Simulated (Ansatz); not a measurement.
## Calculated quadrupolar parameters for VO₂

The cell is an entry of the Crystallography Open Database (COD), taken as it stands.

```cif
data_VO2
_symmetry_space_group_name_H-M 'P4_2/mnm'
_symmetry_Int_Tables_number 136
_cell_length_a 4.5546
_cell_length_b 4.5546
_cell_length_c 2.8528
_cell_angle_alpha 90.000
_cell_angle_beta 90.000
_cell_angle_gamma 90.000
loop_
_atom_site_label
_atom_site_type_symbol
_atom_site_symmetry_multiplicity
_atom_site_Wyckoff_symbol
_atom_site_fract_x
_atom_site_fract_y
_atom_site_fract_z
V V 2 a 0.0000 0.0000 0.0000
O O 4 f 0.3001 0.3001 0.0000
```

One atom of each set is listed.

Level of theory: DFT, PBE, plane waves and PAW, scalar-relativistic, collinear spin, 420 eV cutoff, Γ-centred 10×10×16 k-points, Fermi–Dirac smearing 0.05 eV (Ansatz 0.2.0). Start moments as typed (μB): 1 on each V, none on the rest.

V_zz is the principal component of the electric field gradient with the largest magnitude, η = (V_xx − V_yy)/V_zz and C_Q = eQV_zz/h.

V-51: I = 7/2, Q = -52.00 mb; ¹⁷O: I = 5/2, Q = -25.58 mb. Quadrupole moments are those of Pyykkö's year-2017 table.

(1) What field gradients does the calculation give at each kind of site?

Results:

(1) 

```json
{"site": "V", "atoms": "2", "first shell": "6 O at 1.92–1.93 Å", "V_xx, V_yy, V_zz (10²¹ V/m²)": "0.32, 0.39, -0.71", "η": "0.09", "C_Q (MHz)": "0.887"}
{"site": "O", "atoms": "4", "first shell": "3 V at 1.92–1.93 Å", "V_xx, V_yy, V_zz (10²¹ V/m²)": "0.15, 2.76, -2.91", "η": "0.90", "C_Q (MHz)": "1.80"}
```

The run finds no gap above 0.1 eV (a metal, or nearly one), so the gradients can move by 10 % or more with the k-mesh. Semilocal functionals can leave a metal where correlation in the d or f shell opens a gap in the real compound, and that would change the values at and beside V. All moments are parallel here, as the start or the cell imposes; many such compounds order antiparallel, where fields and spin densities carried over to other atoms largely cancel. The magnetic order is the one that the run reached from its start moments, not necessarily the measured one.
